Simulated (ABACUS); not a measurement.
Wanted: the native input for an ABACUS 3.10.1 run.

- Task: single point
- Functional: B86bPBE
- Potentials or basis: SSSP 1.3 efficiency PBE
- Cutoff: 748 eV
- Density cutoff: 5987 eV
- Basis: plane waves
- k mesh: 10 × 10 × 10
- Occupations: fermi-dirac, width 0.05 eV
- Spin: no spin polarisation
- Radial cutoff of the potentials (pseudo_rcut): 10 bohr
- SCF threshold on the density: 1e-08
- Max SCF steps: 100
- Eigensolver: dav
- Mixing: broyden
- Mixing share: 0.7
- Symmetry key: 1

Ir:

```xyz
1
Lattice="0.0000 1.9156 1.9156 1.9156 0.0000 1.9156 1.9156 1.9156 0.0000" Properties=species:S:1:pos:R:3 pbc="T T T"
Ir    0.0000    0.0000    0.0000
```

One way to write it, as run:

INPUT

```
INPUT_PARAMETERS
suffix              Ir
calculation         scf
basis_type          pw
pseudo_dir          ./
symmetry            1
dft_functional      GGA_X_B86_MGC+GGA_C_PBE
ecutwfc             55
pseudo_rcut         10
nspin               1
nbands              18
ks_solver           dav
smearing_method     fd
smearing_sigma      0.00367493
scf_thr             1e-08
scf_nmax            100
mixing_type         broyden
mixing_beta         0.7
cal_force           1
cal_stress          1
ecutrho             440
out_chg             1
out_pot             2
out_elf             0
kpar                4
```

STRU

```
ATOMIC_SPECIES
Ir 192.2170 Ir_pbe_v1.2.uspp.F.UPF

LATTICE_CONSTANT
1.8897261246

LATTICE_VECTORS
0.0000000000 1.9156000000 1.9156000000
1.9156000000 0.0000000000 1.9156000000
1.9156000000 1.9156000000 0.0000000000

ATOMIC_POSITIONS
Direct

Ir
0.0
1
0.0000000000 0.0000000000 0.0000000000 1 1 1
```

KPT

```
K_POINTS
0
Gamma
10 10 10 0 0 0
```

Potentials or basis: SSSP 1.3 efficiency PBE, plane waves.

Run with:

```bash
$ OMP_NUM_THREADS=1 mpirun -np 4 abacus > log
```

Results of the run:

```yaml
Pressure: 13.5 GPa
Band_gap_on_the_k_mesh: none (metal or under the smearing width)
```

Caveat: the potentials were made for another functional, which shifts forces and pressure.

It took 11 s on 4 MPI ranks on AMD EPYC 7R43 64-Core Processor (Zen 3) (shared host), peak memory 0.48 GiB a rank.
